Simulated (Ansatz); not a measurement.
# Fixed-spin-moment curve of Ni, part 1 of 2

Aim: map the free energy of Ni against its total moment. A free run comes first, then runs with N↑ − N↓ held fixed. System: Ni, the measured crystal structure (space group Fm-3m); the cell holds 1 atom. Source: COD entry 2102275, which need not be the ambient phase.

Method: DFT r2SCAN, PAW, plane waves, scalar-relativistic, in Ansatz 0.2.0.

## Step 1: The system as given

The structure is cubic, space group Fm-3m (No. 225). The conventional cell has a = 3.532 Å, b = 3.532 Å, c = 3.532 Å, α = 90.00°, β = 90.00°, γ = 90.00°. Ni (site symmetry m-3m) has 12 Ni at 2.50 Å as nearest neighbours.

As a file:

```
CELL_PARAMETERS angstrom
0.00000 1.76615 1.76615
1.76615 0.00000 1.76615
1.76615 1.76615 0.00000
ATOMIC_POSITIONS crystal
Ni 0.00000 0.00000 0.00000
```

Atoms are counted from 1 in the order of input.yaml (Ni1 and so on).

In a fixed run the two spins have Fermi levels of their own, and the moment is shared at the start among the d and f atoms with one sign. No search for lower states follows.

Site moments are integrals over atomic spheres and don't add up to the total.

## Step 2: Usual moment, free total moment

input.yaml

```yaml
crystal:
  lattice:
    - [0.0, 1.76615, 1.76615]
    - [1.76615, 0.0, 1.76615]
    - [1.76615, 1.76615, 0.0]
  atoms:
    - { symbol: Ni, position: [0.0, 0.0, 0.0], spin: 2.0 }
magnetization:
  spin_polarized: true
hamiltonian:
  xc: r2scan
  pseudopotentials: { kind: paw }
basis:
  ecutwfc: 500
kpoints:
  mp_grid: { grid: [15, 15, 15] }
scf:
  occupations: { method: gaussian, width: 0.1 }
  lower_state_search: "off"
output:
  forces: true
  stress: true
  write_density: true
  write_potential: true
  elf: true
  volumetric_format: npy
```

Started as:

```console
ansatz run input.yaml --threads 2 --pin off --max-ram 5120MiB --backend cpu --events-out ev --progress --plain --runs-dir out
```

Output, shortened:

```text
[...]
Pseudopotentials: kind: paw
Pseudopotential: Ni, paw, valence charge 18, recommended cutoff 500 eV (meta_gga), Ni.paw.azcp
Functional definition: r2SCAN
[...]
Crystal: 1 atoms, lattice volume = 11.018 Å³
Basis set: ecut = 500 eV, 283 PW (Γ), exchange–correlation on 80×80×80 points (64 copies of the dense FFT grid, shifted against one another)
Bands: 14, of which v1, the nominal top of the filled ones, is band 9 counted from 1 (8 counted from 0)
Symmetry: 48 space group operations
Space group: Fm-3m (ITA 225), of the structure as read, at distance tolerance 2.2e-5 Å
Magnetic group: BNS 225.116 (UNI 1618), of the structure as read, at distance tolerance 2.2e-5 Å
k-points: 120 of 3375
[...]
Starting moments: Σ|m| = 2 μB on 1 of 1 site
[...]
SCF iter   1: F=-5845.187060 eV  HF=-5844.866045 eV  |F-HF|=3.21e-1  |Δ(HF+E_count)|=         —  Δρ=1.14e-1 (↑9.27e-2 ↓1.14e-1)  dr2=2.95e-2  dr2_τ=1.74e-2  dr2_m=1.07e0  M=1.015 μB ∫|m|=1.162 μB  β_m=0.61  ethr=1.67e-4  ⟨swp⟩=1.0  Hψ=24843  notcnv=0
[...]
spin-set hold released at iteration 1 (the charge has settled, or the pull on large starting moments outlasts its swing): the magnetisation degrees of freedom join the quasi-Newton model from the next iteration; the mixer history was flushed
[...]
SCF iter  15: F=-5845.278134 eV  HF=-5845.278134 eV  |F-HF|=1.54e-8  |Δ(HF+E_count)|=   9.56e-8  Δρ=2.80e-6 (↑2.80e-6 ↓1.54e-6)  dr2=1.32e-10  dr2_τ=2.32e-12  dr2_m=4.35e-10  M=0.737 μB ∫|m|=0.912 μB  ethr=1.79e-10  ⟨swp⟩=7.5  Hψ=18319  notcnv=0
[...]
this state was not tested for a lower state beside it, because the mixer in use, unlike msr1, does not test its closes by its own steps (another_mixer; see scf.mixing.algorithm and scf.lower_state_search)
SCF converged after 15 iterations
Magnetization: 0.7370 μB (9.3685 up, 8.6315 down)
Absolute magnetization: 0.9134 μB (∫|ρ↑−ρ↓|, with the PAW one-centre terms)
Spin contamination: 0.0216 ħ² per cell (⟨S²⟩ above its minimum at these occupations)
Per-site moments (μB) at R_I (Å): [(0.806095867478774, 1.0303067293139123)]
Free energy (F): -5845.278134 eV
[...]
E sigma→0 (E₀):  -5845.275262 eV
Entropy (-TS):   -0.005744 eV (-5.744 meV/atom)
Fermi energy:    17.838407 eV
[...]
--- Forces (eV/Å), atoms counted from 1 ---
  atom   1  Ni    -0.00000000    -0.00000000     0.00000000
[...]
--- Stress (GPa, compression-positive) ---
       -9.372719      -0.000000      -0.000000
       -0.000000      -9.372719      -0.000000
        0.000000       0.000000      -9.372719
  P = ⅓ Tr σ = -9.3727 GPa (-93.727 kbar)
--- Band table (eV; the first three rows and the last of 240) ---
  k-point 0 ↑: bands = ["-89.9341", "-48.7138", "-48.7138", "-48.7138", "8.3894", "14.8610", "14.8610", "14.8610", "16.1549", "16.1549", "41.9916", "46.0795", "46.0795", "46.0795"]
[...]
```

Wall time 6.6 s (2 threads of Arm Neoverse V1, shared host); peak memory 0.33 GiB.

Site moments Ni1 0.81 μB, total 0.74 μB.

Axes a, b and c in the maps are those of this run's conventional cell (a, b, c = 3.532, 3.532, 3.532 Å).

Density in a lattice plane of the grid's cell (edges 3.53 and 3.53 Å, at 0.000 of the third edge), which holds Ni. It is the smooth density of the valence electrons, not physical close to the nuclei.

Ten even steps from ' ' (0.17 e/Å³) to '@' (60.72 e/Å³):
```
##++--..                                  ..--++
--::..                                      ..::
....                                          ..
                                                
                                                
                                                
                      ......                    
                    ..::--::..                  
                  ..--++##++--..                
                  ::==##@@##==::                
                  ..--++##++--..                
                    ..::--::..                  
                      ......                    
                                                
                                                
                                                
....                                          ..
--::..                                      ..::
##++--..                                  ..--++
@@##==::                                  ::==##
```
Columns run along the first of these edges and rows up along the second, over one cell in 24 and 20 even steps from the bottom left corner. Atoms in the plane (fractional): Ni at (0.00, 0.00), Ni at (0.50, 0.50).

Spin density (up less down) in a lattice plane of the grid's cell (edges 3.53 and 3.53 Å, at 0.000 of the third edge), which holds Ni.

Ten even steps from ' ' (-0.01 e/Å³) to '@' (3.57 e/Å³):
```
**++--..                                  ..--++
::::..                                      ..::
                                                
                                                
                                                
                                                
                                                
                    ..::::::..                  
                  ..--++**++--..                
                  ..==##@@##==..                
                  ..--++**++--..                
                    ..::::::..                  
                                                
                                                
                                                
                                                
                                                
::::..                                      ..::
**++--..                                  ..--++
@@##==..                                  ..==##
```
Columns run along the first of these edges and rows up along the second, over one cell in 24 and 20 even steps from the bottom left corner. Atoms in the plane (fractional): Ni at (0.00, 0.00), Ni at (0.50, 0.50).

## Step 3: Total moment fixed at 0.0 μB

input.yaml

```yaml
crystal:
  lattice:
    - [0.0, 1.76615, 1.76615]
    - [1.76615, 0.0, 1.76615]
    - [1.76615, 1.76615, 0.0]
  atoms:
    - { symbol: Ni, position: [0.0, 0.0, 0.0] }
magnetization:
  spin_polarized: true
  initial_magnetization: 0.0
  spin_locking: { lock_magnetization: hard }
hamiltonian:
  xc: r2scan
  pseudopotentials: { kind: paw }
basis:
  ecutwfc: 500
kpoints:
  mp_grid: { grid: [15, 15, 15] }
scf:
  occupations: { method: gaussian, width: 0.1 }
  lower_state_search: "off"
  max_iter: 150
output:
  forces: true
  stress: true
```

Started as:

```console
ansatz run input.yaml --threads 2 --pin off --max-ram 5120MiB --backend cpu --events-out ev --progress --plain --runs-dir out
```

Output, shortened:

```text
Warning: output.stress: scf.convergence.dr2_threshold = 1e-7 eV (the SCF's general default) is looser than the 1e-10 eV advised for a printed stress (1e-10 eV for each atom of the cell: 1). What an SCF threshold leaves in a stress goes as its square root, and in the free energy as the [...]
[... 11 lines as in an earlier run ...]
Bands: 13, of which v1, the nominal top of the filled ones, is band 9 counted from 1 (8 counted from 0)
[... 10 lines as in an earlier run ...]
[...]
SCF iter   1: F=—  HF=-5845.070924 eV  |F-HF|=—  |Δ(HF+E_count)|=         —  Δρ=2.94e-2 (↑2.94e-2 ↓2.94e-2)  dr2=1.83e-1  dr2_τ=6.63e-3  dr2_m=0.00e0  M=0.000 μB ∫|m|=0.000 μB  β_m=0.30  ethr=1.02e-3  ⟨swp⟩=1.0  Hψ=10776  notcnv=0
[...]
SCF iter   8: F=-5845.152763 eV  HF=-5845.152763 eV  |F-HF|=7.66e-10  |Δ(HF+E_count)|=   1.14e-7  Δρ=2.47e-6 (↑2.47e-6 ↓2.47e-6)  dr2=1.70e-9  dr2_τ=9.16e-12  dr2_m=0.00e0  M=0.000 μB ∫|m|=0.000 μB  ethr=5.56e-10  ⟨swp⟩=4.9  Hψ=5921  notcnv=0
[...]
SCF converged after 8 iterations
Stability checked in part: among states of this total moment the steps that led to this state did not find it unstable. No probe was made; neither looks for a lower state of another moment (fixed_total_moment; see scf.lower_state_search)
Magnetization: 0.0000 μB (9.0000 up, 9.0000 down)
Absolute magnetization: 0.0000 μB (∫|ρ↑−ρ↓|)
Spin contamination: 0.0000 ħ² per cell (⟨S²⟩ above its minimum at these occupations)
Per-site moments (μB) at R_I (Å): [(0.0, 1.0303067293139123)]
Free energy (F): -5845.152763 eV
[...]
E sigma→0 (E₀):  -5845.144436 eV
Entropy (-TS):   -0.016653 eV (-16.653 meV/atom)
Fermi energy:    17.453955 (↑ 17.453955, ↓ 17.453955) eV
[...]
--- Forces (eV/Å), atoms counted from 1 ---
  atom   1  Ni    -0.00000000     0.00000000    -0.00000000
[...]
--- Stress (GPa, compression-positive) ---
      -11.854078       0.000000      -0.000000
       -0.000000     -11.854078      -0.000000
        0.000000       0.000000     -11.854078
  P = ⅓ Tr σ = -11.8541 GPa (-118.541 kbar)
```

Run time: 1.8 s. Hardware: 2 threads of Arm Neoverse V1, shared host; peak memory 0.31 GiB.

Moments: Ni1 0.00 μB; total 0.00 μB per cell; the free energy is 125 meV per cell above that of step 2.

## Step 4: Total moment fixed at 0.52 μB

input.yaml, as its differences from that of step 3:

```diff
@@ -6,6 +6,6 @@
   atoms:
-    - { symbol: Ni, position: [0.0, 0.0, 0.0] }
+    - { symbol: Ni, position: [0.0, 0.0, 0.0], spin: 0.52 }
 magnetization:
   spin_polarized: true
-  initial_magnetization: 0.0
+  initial_magnetization: 0.52
   spin_locking: { lock_magnetization: hard }
```

Started as:

```console
ansatz run input.yaml --threads 2 --pin off --max-ram 5120MiB --backend cpu --events-out ev --progress --plain --runs-dir out
```

Output, shortened:

```text
Warning: This run holds its total moment fixed (magnetization.spin_locking.lock_magnetization: hard) and mixes its density by anderson or broyden (scf.mixing.algorithm, typed or taken by auto). Slabs with a fixed moment have converged under broyden above another state at the same moment, [...]
[... 22 lines as in an earlier run ...]
Starting moments: Σ|m| = 0.52 μB on 1 of 1 site
[... 2 lines as in an earlier run ...]
[...]
SCF iter   1: F=—  HF=-5845.117354 eV  |F-HF|=—  |Δ(HF+E_count)|=         —  Δρ=4.59e-2 (↑4.59e-2 ↓1.61e-2)  dr2=1.75e-1  dr2_τ=6.64e-3  dr2_m=3.73e-2  M=0.520 μB ∫|m|=0.558 μB  β_m=1.20  ethr=9.78e-4  ⟨swp⟩=1.0  Hψ=22935  notcnv=0
[...]
SCF iter  11: F=-5845.243075 eV  HF=-5845.243075 eV  |F-HF|=9.30e-9  |Δ(HF+E_count)|=   3.08e-8  Δρ=6.01e-6 (↑4.38e-6 ↓6.01e-6)  dr2=7.49e-9  dr2_τ=3.09e-11  dr2_m=1.54e-10  M=0.520 μB ∫|m|=0.700 μB  ethr=4.24e-10  ⟨swp⟩=4.6  Hψ=11458  notcnv=0
[...]
[... 1 line as in an earlier run ...]
SCF converged after 11 iterations
Magnetization: 0.5200 μB (9.2600 up, 8.7400 down)
Absolute magnetization: 0.7010 μB (∫|ρ↑−ρ↓|, with the PAW one-centre terms)
Spin contamination: 0.0189 ħ² per cell (⟨S²⟩ above its minimum at these occupations)
Per-site moments (μB) at R_I (Å): [(0.5878587010607775, 1.0303067293139123)]
Free energy (F): -5845.243075 eV
[...]
E sigma→0 (E₀):  -5845.238556 eV
Entropy (-TS):   -0.009039 eV (-9.039 meV/atom)
Fermi energy:    17.566444 (↑ 17.312449, ↓ 17.820439) eV
[... 17 lines left out: energy terms ...]
--- Forces (eV/Å), atoms counted from 1 ---
  atom   1  Ni    -0.00000000    -0.00000000    -0.00000000
[...]
--- Stress (GPa, compression-positive) ---
      -10.619831      -0.000000      -0.000000
       -0.000000     -10.619831      -0.000000
       -0.000000       0.000000     -10.619831
  P = ⅓ Tr σ = -10.6198 GPa (-106.198 kbar)
```

Wall time 3.7 s (2 threads of Arm Neoverse V1, shared host); peak memory 0.32 GiB.

Moments: Ni1 0.59 μB; total 0.52 μB per cell; the free energy is 35 meV per cell above that of step 2.

## Step 5: Total moment fixed at 1.04 μB

input.yaml, as its differences from that of step 4:

```diff
@@ -6,6 +6,6 @@
   atoms:
-    - { symbol: Ni, position: [0.0, 0.0, 0.0], spin: 0.52 }
+    - { symbol: Ni, position: [0.0, 0.0, 0.0], spin: 1.04 }
 magnetization:
   spin_polarized: true
-  initial_magnetization: 0.52
+  initial_magnetization: 1.04
   spin_locking: { lock_magnetization: hard }
```

Started as:

```console
ansatz run input.yaml --threads 2 --pin off --max-ram 5120MiB --backend cpu --events-out ev --progress --plain --runs-dir out
```

Output, shortened:

```text
[... 23 lines as in an earlier run ...]
Starting moments: Σ|m| = 1.04 μB on 1 of 1 site
[... 2 lines as in an earlier run ...]
[...]
SCF iter   1: F=—  HF=-5845.041658 eV  |F-HF|=—  |Δ(HF+E_count)|=         —  Δρ=3.87e-2 (↑3.87e-2 ↓1.68e-2)  dr2=4.69e-2  dr2_τ=6.14e-3  dr2_m=6.08e-2  M=1.040 μB ∫|m|=1.040 μB  β_m=1.20  ethr=2.64e-4  ⟨swp⟩=1.0  Hψ=22913  notcnv=0
[...]
SCF iter  13: F=-5845.213301 eV  HF=-5845.213301 eV  |F-HF|=2.29e-8  |Δ(HF+E_count)|=   8.89e-9  Δρ=1.50e-6 (↑1.50e-6 ↓9.09e-7)  dr2=1.42e-10  dr2_τ=1.96e-12  dr2_m=5.78e-11  M=1.040 μB ∫|m|=1.134 μB  ethr=3.14e-10  ⟨swp⟩=4.0  Hψ=9841  notcnv=0
[...]
[... 1 line as in an earlier run ...]
SCF converged after 13 iterations
Magnetization: 1.0400 μB (9.5200 up, 8.4800 down)
Absolute magnetization: 1.1348 μB (∫|ρ↑−ρ↓|, with the PAW one-centre terms)
Spin contamination: 0.0190 ħ² per cell (⟨S²⟩ above its minimum at these occupations)
Per-site moments (μB) at R_I (Å): [(1.0809534250729698, 1.0303067293139123)]
Free energy (F): -5845.213301 eV
[...]
E sigma→0 (E₀):  -5845.210265 eV
Entropy (-TS):   -0.006072 eV (-6.072 meV/atom)
Fermi energy:    18.232266 (↑ 18.735889, ↓ 17.728644) eV
[... 17 lines left out: energy terms ...]
--- Forces (eV/Å), atoms counted from 1 ---
  atom   1  Ni    -0.00000000     0.00000000    -0.00000000
[...]
--- Stress (GPa, compression-positive) ---
       -5.902927       0.000000       0.000000
       -0.000000      -5.902927      -0.000000
        0.000000       0.000000      -5.902927
  P = ⅓ Tr σ = -5.9029 GPa (-59.029 kbar)
```

Wall time 4 s (2 threads of Arm Neoverse V1, shared host); peak memory 0.32 GiB.

Moments: Ni1 1.08 μB; total 1.04 μB per cell; the free energy is 65 meV per cell above that of step 2.

## Step 6: Total moment fixed at 1.57 μB

input.yaml, as its differences from that of step 5:

```diff
@@ -6,6 +6,6 @@
   atoms:
-    - { symbol: Ni, position: [0.0, 0.0, 0.0], spin: 1.04 }
+    - { symbol: Ni, position: [0.0, 0.0, 0.0], spin: 1.57 }
 magnetization:
   spin_polarized: true
-  initial_magnetization: 1.04
+  initial_magnetization: 1.57
   spin_locking: { lock_magnetization: hard }
```

Started as:

```console
ansatz run input.yaml --threads 2 --pin off --max-ram 5120MiB --backend cpu --events-out ev --progress --plain --runs-dir out
```

Output, shortened:

```text
[... 23 lines as in an earlier run ...]
Starting moments: Σ|m| = 1.57 μB on 1 of 1 site
[... 2 lines as in an earlier run ...]
[...]
SCF iter   1: F=—  HF=-5844.522905 eV  |F-HF|=—  |Δ(HF+E_count)|=         —  Δρ=2.82e-2 (↑1.36e-2 ↓2.82e-2)  dr2=3.84e-2  dr2_τ=5.82e-3  dr2_m=3.48e-2  M=1.570 μB ∫|m|=1.570 μB  β_m=1.20  ethr=2.11e-4  ⟨swp⟩=1.0  Hψ=22883  notcnv=0
[...]
SCF iter  13: F=-5844.680800 eV  HF=-5844.680800 eV  |F-HF|=3.44e-8  |Δ(HF+E_count)|=   1.34e-7  Δρ=3.49e-6 (↑7.38e-7 ↓3.49e-6)  dr2=1.55e-10  dr2_τ=1.23e-11  dr2_m=3.62e-10  M=1.570 μB ∫|m|=1.570 μB  ethr=2.20e-11  ⟨swp⟩=4.4  Hψ=10956  notcnv=0
[...]
[... 1 line as in an earlier run ...]
SCF converged after 13 iterations
Magnetization: 1.5700 μB (9.7850 up, 8.2150 down)
Absolute magnetization: 1.5700 μB (∫|ρ↑−ρ↓|, with the PAW one-centre terms)
Spin contamination: 0.0113 ħ² per cell (⟨S²⟩ above its minimum at these occupations)
Per-site moments (μB) at R_I (Å): [(1.5102761860910994, 1.0303067293139123)]
Free energy (F): -5844.680800 eV
[...]
E sigma→0 (E₀):  -5844.678364 eV
Entropy (-TS):   -0.004873 eV (-4.873 meV/atom)
Fermi energy:    18.882206 (↑ 20.477371, ↓ 17.287042) eV
[... 17 lines left out: energy terms ...]
--- Forces (eV/Å), atoms counted from 1 ---
  atom   1  Ni    -0.00000000     0.00000000    -0.00000000
[...]
--- Stress (GPa, compression-positive) ---
        4.249400      -0.000000      -0.000000
       -0.000000       4.249400       0.000000
       -0.000000       0.000000       4.249400
  P = ⅓ Tr σ = 4.2494 GPa (42.494 kbar)
```

It took 4.3 s on 2 threads of Arm Neoverse V1, shared host; peak memory 0.32 GiB.

Site moments Ni1 1.51 μB, total 1.57 μB; the free energy is 597 meV per cell above that of step 2.

## Step 7: Total moment fixed at 2.09 μB

input.yaml, as its differences from that of step 6:

```diff
@@ -6,6 +6,6 @@
   atoms:
-    - { symbol: Ni, position: [0.0, 0.0, 0.0], spin: 1.57 }
+    - { symbol: Ni, position: [0.0, 0.0, 0.0], spin: 2.09 }
 magnetization:
   spin_polarized: true
-  initial_magnetization: 1.57
+  initial_magnetization: 2.09
   spin_locking: { lock_magnetization: hard }
```

Started as:

```console
ansatz run input.yaml --threads 2 --pin off --max-ram 5120MiB --backend cpu --events-out ev --progress --plain --runs-dir out
```

Output, shortened:

```text
[... 13 lines as in an earlier run ...]
Bands: 15, of which v1, the nominal top of the filled ones, is band 9 counted from 1 (8 counted from 0)
[... 9 lines as in an earlier run ...]
Starting moments: Σ|m| = 2.09 μB on 1 of 1 site
[... 2 lines as in an earlier run ...]
[...]
SCF iter   1: F=—  HF=-5843.372535 eV  |F-HF|=—  |Δ(HF+E_count)|=         —  Δρ=4.11e-2 (↑3.39e-2 ↓4.11e-2)  dr2=3.91e-1  dr2_τ=6.51e-3  dr2_m=1.20e-2  M=2.090 μB ∫|m|=2.090 μB  β_m=1.20  ethr=2.16e-3  ⟨swp⟩=1.0  Hψ=23986  notcnv=0
[...]
SCF iter  16: F=-5843.438215 eV  HF=-5843.438215 eV  |F-HF|=1.51e-8  |Δ(HF+E_count)|=   1.86e-7  Δρ=4.76e-6 (↑1.46e-6 ↓4.76e-6)  dr2=1.34e-9  dr2_τ=1.04e-11  dr2_m=4.46e-10  M=2.090 μB ∫|m|=2.090 μB  ethr=7.95e-11  ⟨swp⟩=4.9  Hψ=12219  notcnv=0
[...]
[... 1 line as in an earlier run ...]
SCF converged after 16 iterations
Magnetization: 2.0900 μB (10.0450 up, 7.9550 down)
Absolute magnetization: 2.0900 μB (∫|ρ↑−ρ↓|, with the PAW one-centre terms)
Spin contamination: 0.0052 ħ² per cell (⟨S²⟩ above its minimum at these occupations)
Per-site moments (μB) at R_I (Å): [(1.903017607203873, 1.0303067293139123)]
Free energy (F): -5843.438215 eV
[...]
E sigma→0 (E₀):  -5843.435051 eV
Entropy (-TS):   -0.006328 eV (-6.328 meV/atom)
Fermi energy:    20.044491 (↑ 23.047013, ↓ 17.041968) eV
[... 17 lines left out: energy terms ...]
--- Forces (eV/Å), atoms counted from 1 ---
  atom   1  Ni    -0.00000000     0.00000000     0.00000000
[...]
--- Stress (GPa, compression-positive) ---
       19.669299       0.000000      -0.000000
       -0.000000      19.669299       0.000000
       -0.000000       0.000000      19.669299
  P = ⅓ Tr σ = 19.6693 GPa (196.693 kbar)
```

Wall time 5.2 s (2 threads of Arm Neoverse V1, shared host); peak memory 0.32 GiB.

Moments: Ni1 1.90 μB; total 2.09 μB per cell; the free energy is 1840 meV per cell above that of step 2.

## Step 8: Total moment fixed at 0.26 μB

input.yaml, as its differences from that of step 7:

```diff
@@ -6,6 +6,6 @@
   atoms:
-    - { symbol: Ni, position: [0.0, 0.0, 0.0], spin: 2.09 }
+    - { symbol: Ni, position: [0.0, 0.0, 0.0], spin: 0.26 }
 magnetization:
   spin_polarized: true
-  initial_magnetization: 2.09
+  initial_magnetization: 0.26
   spin_locking: { lock_magnetization: hard }
```

Started as:

```console
ansatz run input.yaml --threads 2 --pin off --max-ram 5120MiB --backend cpu --events-out ev --progress --plain --runs-dir out
```

Output, shortened:

```text
[... 23 lines as in an earlier run ...]
Starting moments: Σ|m| = 0.26 μB on 1 of 1 site
[... 2 lines as in an earlier run ...]
[...]
SCF iter   1: F=—  HF=-5845.084210 eV  |F-HF|=—  |Δ(HF+E_count)|=         —  Δρ=3.80e-2 (↑3.80e-2 ↓2.17e-2)  dr2=1.83e-1  dr2_τ=6.65e-3  dr2_m=1.02e-2  M=0.260 μB ∫|m|=0.282 μB  β_m=1.20  ethr=1.02e-3  ⟨swp⟩=1.0  Hψ=22936  notcnv=0
[...]
SCF iter  13: F=-5845.178140 eV  HF=-5845.178140 eV  |F-HF|=7.70e-9  |Δ(HF+E_count)|=   9.29e-7  Δρ=1.53e-6 (↑1.53e-6 ↓8.01e-7)  dr2=9.41e-11  dr2_τ=1.51e-12  dr2_m=3.77e-11  M=0.260 μB ∫|m|=0.361 μB  ethr=8.51e-11  ⟨swp⟩=4.5  Hψ=11302  notcnv=0
[...]
[... 1 line as in an earlier run ...]
SCF converged after 13 iterations
Magnetization: 0.2600 μB (9.1300 up, 8.8700 down)
Absolute magnetization: 0.3617 μB (∫|ρ↑−ρ↓|, with the PAW one-centre terms)
Spin contamination: 0.0131 ħ² per cell (⟨S²⟩ above its minimum at these occupations)
Per-site moments (μB) at R_I (Å): [(0.29736371313227133, 1.0303067293139123)]
Free energy (F): -5845.178140 eV
[...]
E sigma→0 (E₀):  -5845.170773 eV
Entropy (-TS):   -0.014734 eV (-14.734 meV/atom)
Fermi energy:    17.463481 (↑ 17.270837, ↓ 17.656126) eV
[... 17 lines left out: energy terms ...]
--- Forces (eV/Å), atoms counted from 1 ---
  atom   1  Ni    -0.00000000     0.00000000    -0.00000000
[...]
--- Stress (GPa, compression-positive) ---
      -11.511013       0.000000      -0.000000
       -0.000000     -11.511013       0.000000
        0.000000       0.000000     -11.511013
  P = ⅓ Tr σ = -11.5110 GPa (-115.110 kbar)
```

It took 4.5 s on 2 threads of Arm Neoverse V1, shared host; peak memory 0.32 GiB.

Moments: Ni1 0.30 μB; total 0.26 μB per cell; the free energy is 100 meV per cell above that of step 2.

(Continued in part 2 of 2.)
